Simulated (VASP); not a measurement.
# InP (F-43m) in VASP: further runs

The runs below take InP through single point, with BLYP+D3(BJ), BLYP+D4.

Everything below comes from runs of VASP 6.6.1. Logs are shortened: lines on timing, memory, paths and dates and some standing lists are left out, and cuts for length are marked.

**Measured values to compare with.**

From a printed reference work, data compilation, for a bulk crystal of InP at 1.6 K: band gap 1.4236 eV (direct).

How close the calculation comes is told below.

### 1 The cell of the first run

Symmetry: F-43m, No. 216, cubic system. The conventional cell has a = 5.908 Å, b = 5.908 Å, c = 5.908 Å, α = 90.00°, β = 90.00°, γ = 90.00°. Within 3.4 Å of In (site symmetry -43m) lie 4 P at 2.56 Å. Within 3.4 Å of P (site symmetry -43m) lie 4 In at 2.56 Å.

### 2 Single point, BLYP+D3(BJ)

INCAR reads:

```
SYSTEM = InP
PREC = Accurate ; ENCUT = 520
EDIFF = 1E-6 ; ISMEAR = -1
SIGMA = 0.05 ; LREAL = .False.
LASPH = .True. ; NELM = 100
ALGO = Normal ; ISIF = 2
LWAVE = .False. ; LCHARG = .False.
GGA = B5 ; ALDAX = 1.0
AGGAX = 1.0 ; AGGAC = 1.0
ALDAC = 0.0 ; IVDW = 12
VDW_S6 = 1.0 ; VDW_S8 = 2.6996
VDW_A1 = 0.4298 ; VDW_A2 = 4.2359
NBANDS = 16
```

KPOINTS reads:

```
regular mesh
0
Gamma
  8 8 8
  0 0 0
```

POSCAR reads:

```
InP
1.0
    0.0000000000      2.9542277298      2.9542277298
    2.9542277298      0.0000000000      2.9542277298
    2.9542277298      2.9542277298      0.0000000000
In P
1 1
Direct
    0.0000000000      0.0000000000      0.0000000000
    0.7500000000      0.7500000000      0.7500000000
```

Potentials or basis: VASP PAW PBE potentials, release 64 (In_d, P).

The run is started by

```bash
$ cat potpaw_PBE.64/In_d/POTCAR potpaw_PBE.64/P/POTCAR > POTCAR
$ mpirun -np 1 vasp_std > vasp.out
```

OUTCAR:

```text
SYSTEM = InP
   PREC = Accurate
   ENCUT = 520
   EDIFF = 1E-6
   ISMEAR = -1
   LREAL = .False.
   LASPH = .True.
   NELM = 100
   ISIF = 2
   GGA = B5
   IVDW = 12
 IVDW          = 12

 ion  position               nearest neighbor table
   1  0.000  0.000  0.000-   2 2.56   2 2.56   2 2.56   2 2.56
   2  0.750  0.750  0.750-   1 2.56   1 2.56   1 2.56   1 2.56

  LATTYP: Found a face centered cubic cell.
 ALAT       =     5.9084554596

  Lattice vectors:

 A1 = (   0.0000000000,   2.9542277298,   2.9542277298)
 A2 = (   2.9542277298,   0.0000000000,   2.9542277298)
 A3 = (   2.9542277298,   2.9542277298,   0.0000000000)

Analysis of symmetry for initial positions (statically):
=====================================================================
 Subroutine PRICEL returns:
 Original cell was already a primitive cell.

 Routine SETGRP: Setting up the symmetry group for a
 face centered cubic supercell.

 Subroutine GETGRP returns: Found 24 space group operations
 (whereof 24 operations were pure point group operations)
 out of a pool of 48 trial point group operations.

The static configuration has the point symmetry T_d .

Analysis of symmetry for dynamics (positions and initial velocities):
=====================================================================
 Subroutine PRICEL returns:
 Original cell was already a primitive cell.

 Routine SETGRP: Setting up the symmetry group for a
 face centered cubic supercell.

 Subroutine GETGRP returns: Found 24 space group operations
 (whereof 24 operations were pure point group operations)
 out of a pool of 48 trial point group operations.

The dynamic configuration has the point symmetry T_d .

 Subroutine INISYM returns: Found 24 space group operations
 (whereof 24 operations are pure point group operations),
 and found     1 'primitive' translations

----------------------------------------------------------------------------------------

                                     Primitive cell

  volume of cell :      51.5658

  direct lattice vectors                    reciprocal lattice vectors
     0.000000000  2.954227730  2.954227730    -0.169248970  0.169248970  0.169248970
     2.954227730  0.000000000  2.954227730     0.169248970 -0.169248970  0.169248970
     2.954227730  2.954227730  0.000000000     0.169248970  0.169248970 -0.169248970

  length of vectors
     4.177908922  4.177908922  4.177908922     0.293147815  0.293147815  0.293147815

[... 78 lines left out ...]
   ENCUT  =  520.0 eV  38.22 Ry    6.18 a.u.   7.77  7.77  7.77*2*pi/ulx,y,z
   NELM   =    100;   NELMIN=  2; NELMDL= -5     # of ELM steps
   EDIFF  = 0.1E-05   stopping-criterion for ELM
   LREAL  =      F    real-space projection
   EDIFFG = 0.1E-04   stopping-criterion for IOM
   NSW    =      0    number of steps for IOM
   IBRION =     -1    ionic relax: 0-MD 1-quasi-New 2-CG
   NFREE  =      0    steps in history (QN), initial steepest desc. (CG)
   ISIF   =      2    stress and relaxation
   ISYM   =      2    0-nonsym 1-usesym 2-fastsym
   POTIM  = 0.5000    time-step for ionic-motion
   TEBEG  =    0.0;   TEEND  =   0.0 temperature during run
   PSTRESS=    0.0 pullay stress
   NELECT =      18.0000    total number of electrons
   NUPDOWN=      -1.0000    fix difference up-down
   EMIN   =  10.00;   EMAX   =-10.00  energy-range for DOS
   EFERMI =   0.00;   METHOD = LEGACY
   ISMEAR =    -1;   SIGMA  =   0.05  broadening in eV -4-tet -1-fermi 0-gaus
   EFERMI_NEDOS =   21; number of points for ismear=-14 and -15
   IALGO  =     38    algorithm
   IMIX   =      4    mixing-type and parameters
     AMIX     =   0.40;   BMIX     =  1.00
     AMIX_MAG =   1.60;   BMIX_MAG =  1.00
  volume/ion in A,a.u.               =      25.78       173.99
  Fermi-wavevector in a.u.,A,eV,Ry     =   1.152688  2.178264 18.077914  1.328689
  Thomas-Fermi vector in A             =   2.289337
   LORBIT       =      0    0 simple, 1 ext, 2 COOP (PROOUT), +10 PAW based schemes
   GGA     = B5    functional components
   LHFCALC =     F    Hartree Fock is set to
   AEXX    =    0.0000 exact exchange contribution
   IVDW    =    12    specifies the selected vdW correction
   LEPSILON=     F    determine dielectric tensor
   LRPA    =     F    only Hartree local field effects (RPA)
 non-spin polarized calculation
  energy-cutoff  :      520.00
  volume of cell :       51.57
 maximum number of plane-waves:      1411
   NGX = 15   NGY = 15   NGZ = 15

 number of electron      18.0000009 magnetization

 Free energy of the ion-electron system (eV)
  ---------------------------------------------------
  ext. energy  EPLUGINS =         0.00000000
  ---------------------------------------------------
  free energy    TOTEN  =        -7.10110170 eV

  energy without entropy =       -7.10106761  energy(sigma->0) =       -7.10108466

 E-fermi :   5.6303     XC(G=0):  -8.6146

 val. band max:        5.3533130787   @ k =   0.0000   0.0000   0.0000
 cond. band min:       5.8428782080   @ k =   0.0000   0.0000   0.0000
 fundamental gap:      0.4895651293
 Fermi energy:         5.6303298944

 k-point     1 :       0.0000    0.0000    0.0000
  band No.  band energies     occupation
      1      -8.8269      2.00000
      2      -8.8269      2.00000
      3      -8.8269      2.00000
      4      -8.6847      2.00000
      5      -8.6847      2.00000
      6      -6.0013      2.00000
[... 433 lines left out ...]
      3      -8.7639      2.00000
      4      -8.6895      2.00000
      5      -8.6728      2.00000
      6      -4.0752      2.00000
[... 8 lines left out ...]
     15      16.1290      0.00000
     16      16.6758      0.00000

 [... further k-points ...]

------------------------ aborting loop because EDIFF is reached ----------------------------------------

 Edisp (eV)   -1.39219

 E8    (eV) :    -1.0310

  FORCE on cell =-STRESS in cart. coord.  units (eV):
  Direction    XX          YY          ZZ          XY          YZ          ZX
  --------------------------------------------------------------------------------------
  -------------------------------------------------------------------------------------
  Total       0.00555     0.00555     0.00555     0.00000     0.00000     0.00000
  in kB       0.17249     0.17249     0.17249     0.00000     0.00000     0.00000
  external pressure =        0.17 kB  Pullay stress =        0.00 kB

 VOLUME and BASIS-vectors are now :
 -----------------------------------------------------------------------------
  energy-cutoff  :      520.00
  volume of cell :       51.57
      direct lattice vectors                 reciprocal lattice vectors
     0.000000000  2.954227730  2.954227730    -0.169248970  0.169248970  0.169248970
     2.954227730  0.000000000  2.954227730     0.169248970 -0.169248970  0.169248970
     2.954227730  2.954227730  0.000000000     0.169248970  0.169248970 -0.169248970

 POSITION                                       TOTAL-FORCE (eV/Angst)
 -----------------------------------------------------------------------------------
      0.00000      0.00000      0.00000        -0.000000     -0.000000     -0.000000
      4.43134      4.43134      4.43134         0.000000      0.000000      0.000000
 -----------------------------------------------------------------------------------
    total drift:                                0.000000      0.000000      0.000000

  FREE ENERGIE OF THE ION-ELECTRON SYSTEM (eV)
  ---------------------------------------------------
  free  energy   TOTEN  =        -8.4932900436 eV

  energy  without entropy=       -8.4932559538  energy(sigma->0) =       -8.49327300
```

OSZICAR:

```text
N       E                     dE             d eps       ncg     rms          rms(c)
DAV:   1     0.114048895119E+03    0.11405E+03   -0.82035E+03   928   0.124E+03
DAV:   2     0.210593789245E+00   -0.11384E+03   -0.10882E+03  1048   0.297E+02
DAV:   3    -0.741769503450E+01   -0.76283E+01   -0.75981E+01  1224   0.764E+01
DAV:   4    -0.762430927110E+01   -0.20661E+00   -0.20656E+00  1152   0.135E+01
DAV:   5    -0.763501838051E+01   -0.10709E-01   -0.10709E-01  1464   0.264E+00    0.522E+00
DAV:   6    -0.712581742160E+01    0.50920E+00   -0.88600E-01  1440   0.151E+01    0.294E+00
DAV:   7    -0.710086641342E+01    0.24951E-01   -0.18799E-01  1304   0.320E+00    0.116E+00
DAV:   8    -0.710065534862E+01    0.21106E-03   -0.15589E-02  1112   0.146E+00    0.363E-01
DAV:   9    -0.710102452719E+01   -0.36918E-03   -0.16768E-03  1224   0.512E-01    0.208E-01
DAV:  10    -0.710107888955E+01   -0.54362E-04   -0.20167E-04  1384   0.123E-01    0.123E-01
DAV:  11    -0.710110043038E+01   -0.21541E-04   -0.61265E-05  1096   0.933E-02    0.871E-02
DAV:  12    -0.710110171279E+01   -0.12824E-05   -0.10291E-05  1064   0.301E-02    0.120E-02
DAV:  13    -0.710110170267E+01    0.10112E-07   -0.60245E-07   952   0.439E-03
   1 F= -.84932900E+01 E0= -.84932730E+01  d E =-.340898E-04
```

stdout:

```text
POSCAR found type information on POSCAR InP
 POSCAR found :  2 types and       2 ions
 scaLAPACK will be used
 -----------------------------------------------------------------------------
|                                                                             |
|                                                                             |
|     You enforced a specific xc type in the INCAR file but a different       |
|     I HOPE YOU KNOW WHAT YOU ARE DOING!                                     |
|                                                                             |
 -----------------------------------------------------------------------------

 LDA part: xc-table for (Slater(with rela. corr.)+VWN5), standard interpolation
 POSCAR, INCAR and KPOINTS ok, starting setup
 FFT: planning ... GRIDC
 FFT: planning ... GRID_SOFT
 FFT: planning ... GRID
 WAVECAR not read
 entering main loop
```

Wall time 42 s (1 thread of Intel Xeon Platinum 8259CL at 2.50GHz (Skylake/Cascade Lake), shared host); peak memory 0.19 GiB.

What came out:

| Quantity | Value |
| --- | --- |
| Free energy | -8.4933 eV |
| Pressure | 0.0 GPa |
| Band gap on the k mesh | 0.49 eV, direct |
| Dispersion energy per atom | -0.696 eV |

Caveat: the PAW data sets were made with another functional, which shifts forces and pressure a little; spin-orbit coupling is left out, which moves the levels of the heavy elements.

### 3 Single point, BLYP+D4

This run uses another cell than the first one, of 26.06 Å³/atom, 1.011 times its volume.

INCAR reads:

```
  PREC = Accurate
  ENCUT = 520
  EDIFF = 1E-7
  ISMEAR = -1
  SIGMA = 0.05
  LREAL = False
  LASPH = True
  NELM = 60
  ALGO = Normal
  ISIF = 2
  LWAVE = False
  LCHARG = False
  GGA = B5
  ALDAX = 1.0
  AGGAX = 1.0
  AGGAC = 1.0
  ALDAC = 0.0
  IVDW = 13
  VDW_S6 = 1.0
  VDW_S8 = 2.34076671
  VDW_A1 = 0.44488865
  VDW_A2 = 4.0933009
  NBANDS = 16
```

KPOINTS reads:

```
Automatic mesh
0
Gamma
  8 8 8
```

POSCAR reads:

```
InP
1.0
    0.0000000000      2.9646240003      2.9646240003
    2.9646240003      0.0000000000      2.9646240003
    2.9646240003      2.9646240003      0.0000000000
In P
1 1
Direct
    0.0000000000      0.0000000000      0.0000000000
    0.7500000000      0.7500000000      0.7500000000
```

Potentials or basis: VASP PAW PBE potentials, release 64 (In_d, P).

The run is started by

```bash
$ cat potpaw_PBE.64/In_d/POTCAR potpaw_PBE.64/P/POTCAR > POTCAR
$ mpirun -np 1 vasp_std > vasp.out
```

It took 44 s on 1 thread of Intel Xeon Platinum 8259CL at 2.50GHz (Skylake/Cascade Lake), shared host; peak memory 0.18 GiB.

It converged, with:

| Property | Result |
| --- | --- |
| Free energy | -8.3235 eV |
| Pressure | 0.0 GPa |
| Band gap on the k mesh | 0.43 eV, direct |
| Dispersion energy per atom | -0.603 eV |

Levels at points of the mesh, in eV from the valence-band top:
```csv
k point,band 7,band 8,band 9,band 10,band 11,band 12
"(0.00, 0.00, 0.00)",0.00,0.00,0.00,0.43,4.11,4.11
"(0.50, 0.00, 0.00)",-5.53,-0.92,-0.92,1.40,4.86,4.86
"(0.50, 0.50, 0.00)",-5.62,-2.18,-2.18,1.94,2.33,9.02
```

Caveat: the PAW data sets were made with another functional, which shifts forces and pressure a little; spin-orbit coupling is left out, which moves the levels of the heavy elements.

### 4 Comparison with measurements

Step 2. A measured gap of InP is 1.4236 eV (direct; 1.6 K; a printed reference work, data compilation); the calculated 0.49 eV misses it by -0.93 eV. Spin-orbit coupling on In is left out. The value is that of BLYP+D3(BJ), without temperature or zero-point motion. Semilocal functionals fall short of measured gaps as a rule.

Step 3. A measured gap of InP is 1.4236 eV (direct; 1.6 K; a printed reference work, data compilation); the calculated 0.43 eV misses it by -0.99 eV. Spin-orbit coupling on In is left out. The value is that of BLYP+D4, without temperature or zero-point motion. Semilocal functionals fall short of measured gaps as a rule.
